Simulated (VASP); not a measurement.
# Al: single point with r2SCAN

Al:

```
CELL_PARAMETERS angstrom
2.85055 0.00000 0.00000
-1.42527 2.46865 0.00000
0.00000 0.00000 4.63714
ATOMIC_POSITIONS crystal
Al 0.33333 0.66667 0.25000
Al 0.66667 0.33333 0.75000
```

This isn't the form of Al at room conditions, which is fcc.

```json
{
 "Program": "VASP 6.6.1",
 "Task": "single point",
 "Functional": "r2SCAN",
 "Potentials or basis": "VASP PAW PBE potentials, release 64 (Al)",
 "Cutoff": "520 eV",
 "k mesh": "18 × 18 × 10",
 "Occupations": "gaussian, width 0.1 eV",
 "Spin": "no spin polarisation"
}
```

The pressure is -1.9 GPa and the band gap on the k mesh is none (metal or under the smearing width).

Stress tensor (GPa, compression positive):
```
-1.85  0.00  0.00
 0.00 -1.85  0.00
 0.00  0.00 -2.09
```

Levels at points of the mesh, in eV from the Fermi level:
```
           k point  band 1  band 2  band 3  band 4  band 5  band 6  band 7  band 8
(0.00, 0.00, 0.00)  -11.94   -5.04   -4.52   11.35   11.35   11.65   11.65   12.87
(0.50, 0.00, 0.00)   -5.67   -5.61    0.60    1.33    1.43    2.02    6.00    7.98
(0.00, 0.00, 0.50)  -10.12  -10.12    3.75    3.75   12.54   12.54   12.54   12.54
(0.50, 0.00, 0.50)   -4.30   -4.30   -3.39   -3.39    7.56    7.56    7.99    7.99
```

It took 2.2 min on 1 thread of Intel(R) Xeon(R) Platinum 8488C (Sapphire Rapids) (shared host), peak memory 0.19 GiB.

Caveat: the PAW data sets were made with another functional, which shifts forces and pressure a little.
